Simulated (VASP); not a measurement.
# N2 in VASP: further runs

Aim: see how the results for N2 move with the level of theory and the settings. Levels: PBEsol, LDA. Tasks: relaxation of the atoms.

Program: VASP 6.6.1. These are calculated values, not measurements. Logs are shortened: lines on timing, memory, paths and dates and some standing lists are left out, and cuts for length are marked.

### 1 The structure

The cell holds a molecule in a box, 2 atoms: a = 10.000 Å, b = 10.500 Å, c = 11.000 Å, α = 90.00°, β = 90.00°, γ = 90.00°.

### 2 Relaxation of the atoms, PBEsol

INCAR reads:

```
SYSTEM = N
ALGO = Normal ; EDIFF = 1E-7
EDIFFG = -0.005 ; ENCUT = 520
GGA = PS ; IBRION = 2
ISIF = 2 ; ISMEAR = 0
ISYM = 0 ; LASPH = .TRUE.
LCHARG = .FALSE. ; LREAL = .FALSE.
LWAVE = .FALSE. ; NELM = 100
NSW = 90 ; PREC = Accurate
SIGMA = 0.02
```

KPOINTS reads:

```
k-points
0
G
  1 1 1
  0 0 0
```

POSCAR reads:

```
N
1.0
   10.0000000000      0.0000000000      0.0000000000
    0.0000000000     10.5000000000      0.0000000000
    0.0000000000      0.0000000000     11.0000000000
N
2
Direct
    0.5000000000      0.5000000000      0.4500000000
    0.5000000000      0.5000000000      0.5500000000
```

Potentials or basis: VASP PAW PBE potentials, release 64 (N).

Run with:

```bash
$ cat potpaw_PBE.64/N/POTCAR > POTCAR
$ mpirun -np 1 vasp_std > vasp.out
```

OUTCAR:

```text
SYSTEM = N
   EDIFF = 1E-7
   EDIFFG = -0.005
   ENCUT = 520
   GGA = PS
   IBRION = 2
   ISIF = 2
   ISMEAR = 0
   ISYM = 0
   LASPH = .TRUE.
   LREAL = .FALSE.
   NELM = 100
   NSW = 90
   PREC = Accurate

 ion  position               nearest neighbor table
   1  0.500  0.500  0.450-   2 1.10
   2  0.500  0.500  0.550-   1 1.10

IMPORTANT INFORMATION: All symmetrisations will be switched off!
NOSYMM: (Re-)initialisation of all symmetry stuff for point group C_1.

----------------------------------------------------------------------------------------

                                     Primitive cell

  volume of cell :    1155.0000

  direct lattice vectors                    reciprocal lattice vectors
    10.000000000  0.000000000  0.000000000     0.100000000  0.000000000  0.000000000
     0.000000000 10.500000000  0.000000000     0.000000000  0.095238095  0.000000000
     0.000000000  0.000000000 11.000000000     0.000000000  0.000000000  0.090909091

  length of vectors
    10.000000000 10.500000000 11.000000000     0.100000000  0.095238095  0.090909091

  position of ions in fractional coordinates (direct lattice)
     0.500000000  0.500000000  0.450000000
     0.500000000  0.500000000  0.550000000

  ion indices of the primitive-cell ions
   primitive index   ion index
                 1           1
                 2           2

----------------------------------------------------------------------------------------

 KPOINTS: k-points

Automatic generation of k-mesh.
 Grid dimensions read from file:
 generate k-points for:    1    1    1

 Generating k-lattice:

  Cartesian coordinates                     Fractional coordinates (reciprocal lattice)
     0.100000000  0.000000000  0.000000000     1.000000000  0.000000000  0.000000000
     0.000000000  0.095238095  0.000000000     0.000000000  1.000000000  0.000000000
     0.000000000  0.000000000  0.090909091     0.000000000  0.000000000  1.000000000

  Length of vectors
     0.100000000  0.095238095  0.090909091

  Shift w.r.t. Gamma in fractional coordinates (k-lattice)
     0.000000000  0.000000000  0.000000000

 Subroutine IBZKPT returns following result:
 ===========================================

 Found      1 irreducible k-points:

 Following reciprocal coordinates:
            Coordinates               Weight
  0.000000  0.000000  0.000000      1.000000
   k-points           NKPTS =      1   k-points in BZ     NKDIM =      1   number of bands    NBANDS=      9
   number of dos      NEDOS =    301   number of ions     NIONS =      2
   total plane-waves  NPLWV = 537600
   dimension x,y,z NGX =    80 NGY =   80 NGZ =   84
   dimension x,y,z NGXF=   160 NGYF=  160 NGZF=  168
   ions per type =               2
   NGX,Y,Z   is equivalent  to a cutoff of  13.30, 12.67, 12.70 a.u.
   NGXF,Y,Z  is equivalent  to a cutoff of  26.60, 25.33, 25.39 a.u.
 SYSTEM =  N
   PREC   = accura    normal or accurate (medium, high low for compatibility)
   ISTART =      0    job   : 0-new  1-cont  2-samecut
   ICHARG =      2    charge: 1-file 2-atom 10-const
   ISPIN  =      1    spin polarized calculation?
   LNONCOLLINEAR =      F non collinear calculations
   LSORBIT =      F    spin-orbit coupling
   LASPH  =      T    aspherical Exc in radial PAW
   ENCUT  =  520.0 eV  38.22 Ry    6.18 a.u.  18.59 19.52 20.45*2*pi/ulx,y,z
   NELM   =    100;   NELMIN=  2; NELMDL= -5     # of ELM steps
   EDIFF  = 0.1E-06   stopping-criterion for ELM
   LREAL  =      F    real-space projection
   EDIFFG = -.5E-02   stopping-criterion for IOM
   NSW    =     90    number of steps for IOM
   IBRION =      2    ionic relax: 0-MD 1-quasi-New 2-CG
   NFREE  =      1    steps in history (QN), initial steepest desc. (CG)
   ISIF   =      2    stress and relaxation
   ISYM   =      0    0-nonsym 1-usesym 2-fastsym
   POTIM  = 0.5000    time-step for ionic-motion
   TEBEG  =    0.0;   TEEND  =   0.0 temperature during run
   PSTRESS=    0.0 pullay stress
   NELECT =      10.0000    total number of electrons
   NUPDOWN=      -1.0000    fix difference up-down
   EMIN   =  10.00;   EMAX   =-10.00  energy-range for DOS
   EFERMI =   0.00;   METHOD = LEGACY
   ISMEAR =     0;   SIGMA  =   0.02  broadening in eV -4-tet -1-fermi 0-gaus
   EFERMI_NEDOS =   21; number of points for ismear=-14 and -15
   IALGO  =     38    algorithm
   IMIX   =      4    mixing-type and parameters
     AMIX     =   0.40;   BMIX     =  1.00
     AMIX_MAG =   1.60;   BMIX_MAG =  1.00
  volume/ion in A,a.u.               =     577.50      3897.16
  Fermi-wavevector in a.u.,A,eV,Ry     =   0.336161  0.635252  1.537517  0.113004
  Thomas-Fermi vector in A             =   1.236311
   LORBIT       =      0    0 simple, 1 ext, 2 COOP (PROOUT), +10 PAW based schemes
   GGA     = PS    functional components
   LHFCALC =     F    Hartree Fock is set to
   AEXX    =    0.0000 exact exchange contribution
   IVDW    =     0    specifies the selected vdW correction
   LEPSILON=     F    determine dielectric tensor
   LRPA    =     F    only Hartree local field effects (RPA)
 conjugate gradient relaxation of ions
 non-spin polarized calculation
 Gauss-broadening in eV      SIGMA  =   0.02
  energy-cutoff  :      520.00
  volume of cell :     1155.00
 maximum number of plane-waves:     31095
 NGX is ok and might be reduce to    80
   NGX = 37   NGY = 39   NGZ = 41

--------------------------------------- Ionic step        1  -------------------------------------------

 number of electron      10.0000002 magnetization

 Free energy of the ion-electron system (eV)
  ---------------------------------------------------
  ext. energy  EPLUGINS =         0.00000000
  ---------------------------------------------------
  free energy    TOTEN  =       -17.05067340 eV

  energy without entropy =      -17.05067340  energy(sigma->0) =      -17.05067340

------------------------ aborting loop because EDIFF is reached ----------------------------------------

  FORCE on cell =-STRESS in cart. coord.  units (eV):
  Direction    XX          YY          ZZ          XY          YZ          ZX
  --------------------------------------------------------------------------------------
  -------------------------------------------------------------------------------------
  Total       -0.0586038     -0.0583173      1.9602849      0.0000000      0.0000000      0.0000004
  in kB       -0.0812932     -0.0808958      2.7192416      0.0000000      0.0000000      0.0000006
  external PRESSURE =       0.8523509 kB  Pullay stress =       0.0000000 kB
[... 89 lines left out ...]
  FREE ENERGIE OF THE ION-ELECTRON SYSTEM (eV)
  ---------------------------------------------------
  free  energy   TOTEN  =       -17.0612940452 eV

  energy  without entropy=      -17.0612940452  energy(sigma->0) =      -17.06129405

[... ionic steps 4 to 7 ...]

--------------------------------------- Ionic step        8  -------------------------------------------

 number of electron      10.0000003 magnetization

------------------------ aborting loop because EDIFF is reached ----------------------------------------

  FORCE on cell =-STRESS in cart. coord.  units (eV):
  Direction    XX          YY          ZZ          XY          YZ          ZX
  --------------------------------------------------------------------------------------
  -------------------------------------------------------------------------------------
  Total       -0.0531951     -0.0529156     -0.0713002      0.0000000     -0.0000000      0.0000000
  in kB       -0.0737905     -0.0734028     -0.0989052      0.0000000     -0.0000000      0.0000000
  external PRESSURE =      -0.0820328 kB  Pullay stress =       0.0000000 kB
[... 57 lines left out ...]
  energy  without entropy=      -17.0613620093  energy(sigma->0) =      -17.06136201

--------------------------------------- Ionic step       10  -------------------------------------------

 number of electron      10.0000003 magnetization

 Free energy of the ion-electron system (eV)
  ---------------------------------------------------
  ext. energy  EPLUGINS =         0.00000000
  ---------------------------------------------------
  free energy    TOTEN  =       -17.06136209 eV

  energy without entropy =      -17.06136209  energy(sigma->0) =      -17.06136209

 E-fermi :  -9.8665     XC(G=0):  -0.5133

 val. band max:      -10.0295287691   @ k =   0.0000   0.0000   0.0000
 cond. band min:      -1.9834007892   @ k =   0.0000   0.0000   0.0000
 fundamental gap:      8.0461279799
 Fermi energy:        -9.8664990881

 k-point     1 :       0.0000    0.0000    0.0000
  band No.  band energies     occupation
      1     -28.0370      2.00000
      2     -13.3235      2.00000
      3     -11.4473      2.00000
      4     -11.4472      2.00000
      5     -10.0295      2.00000
      6      -1.9834      0.00000
      7      -1.9833      0.00000
      8      -0.1499      0.00000
      9       1.0087      0.00000

------------------------ aborting loop because EDIFF is reached ----------------------------------------
[... 25 lines left out ...]
  FREE ENERGIE OF THE ION-ELECTRON SYSTEM (eV)
  ---------------------------------------------------
  free  energy   TOTEN  =       -17.0613620947 eV

  energy  without entropy=      -17.0613620947  energy(sigma->0) =      -17.06136209

 reached required accuracy - stopping structural energy minimisation
```

Wall time 3.5 min (1 thread of Intel Xeon 6975P-C (Granite Rapids), shared host); peak memory 1 GiB.

Results:

```yaml
Free_energy: -17.0614 eV
Energy_gained_by_relaxing: 5.3 meV/atom
Ionic_steps: 10
Gap_between_the_frontier_levels: 8.05 eV
```

The path:
| step | energy change (eV) | largest force (eV/Å) | pressure (GPa) |
| --- | --- | --- | --- |
| 1 | 0.0000 | 1.8631 | 0.09 |
| 2 | 1.4167 | 13.6534 | -0.81 |
| 3 | -0.0106 | 0.1438 | -0.02 |
| 4 | -0.0107 | 0.0061 | -0.01 |
| 5 | -0.0107 | 0.0295 | -0.01 |
| 6 | -0.0107 | 0.0242 | -0.01 |
| 7 | -0.0107 | 0.0081 | -0.01 |
| 8 | -0.0107 | 0.0065 | -0.01 |
| 9 | -0.0107 | 0.0050 | -0.01 |
| 10 | -0.0107 | 0.0020 | -0.01 |

Final structure:
```xyz
2
Lattice="10.0000 0.0000 0.0000 0.0000 10.5000 0.0000 0.0000 0.0000 11.0000" Properties=species:S:1:pos:R:3 pbc="T T T"
N     5.0000    5.2500    4.9442
N     5.0000    5.2500    6.0558
```

Caveat: the standard files for N, O and F lose accuracy on very short bonds; the PAW data sets were made with another functional, which shifts forces and pressure a little.

### 3 Relaxation of the atoms, LDA

INCAR reads:

```
SYSTEM = N
ALGO = Normal ; EDIFF = 1E-7
EDIFFG = -0.005 ; ENCUT = 520
IBRION = 2 ; ISIF = 2
ISMEAR = 0 ; ISYM = 0
LASPH = .TRUE. ; LCHARG = .FALSE.
LREAL = .FALSE. ; LWAVE = .FALSE.
NELM = 100 ; NSW = 90
PREC = Accurate ; SIGMA = 0.02
```

KPOINTS is that of step 2.

POSCAR is that of step 2.

Potentials or basis: VASP PAW LDA potentials, release 64 (N).

Run with:

```bash
$ cat potpaw_LDA.64/N/POTCAR > POTCAR
$ mpirun -np 1 vasp_std > vasp.out
```

It took 61 s on 1 thread of Intel Xeon 6975P-C (Granite Rapids), shared host; peak memory 0.68 GiB.

It converged, with:

| Item | Value |
| --- | --- |
| Free energy | -17.4898 eV |
| Energy gained by relaxing | 0.3 meV/atom |
| Ionic steps | 3 |
| Gap between the frontier levels | 8.09 eV |

Forces in eV/Å, atoms in the order of the input:
```
N    0.000  0.000  0.003
N    0.000  0.000 -0.003
```

Step by step:
| step | energy change (eV) | largest force (eV/Å) | pressure (GPa) |
| --- | --- | --- | --- |
| 1 | 0.0000 | 0.4489 | 0.02 |
| 2 | 0.1122 | 5.2996 | -0.28 |
| 3 | -0.0006 | 0.0026 | 0.00 |

Final structure:
```xyz
2
Lattice="10.0000 0.0000 0.0000 0.0000 10.5000 0.0000 0.0000 0.0000 11.0000" Properties=species:S:1:pos:R:3 pbc="T T T"
N     5.0000    5.2500    4.9485
N     5.0000    5.2500    6.0515
```

Levels at points of the mesh, in eV from the valence-band top:
```
           k point  band 3  band 4  band 5  band 6  band 7  band 8
(0.00, 0.00, 0.00)   -1.52   -1.52    0.00    8.09    8.09   10.11
```

Caveat: the standard files for N, O and F lose accuracy on very short bonds.
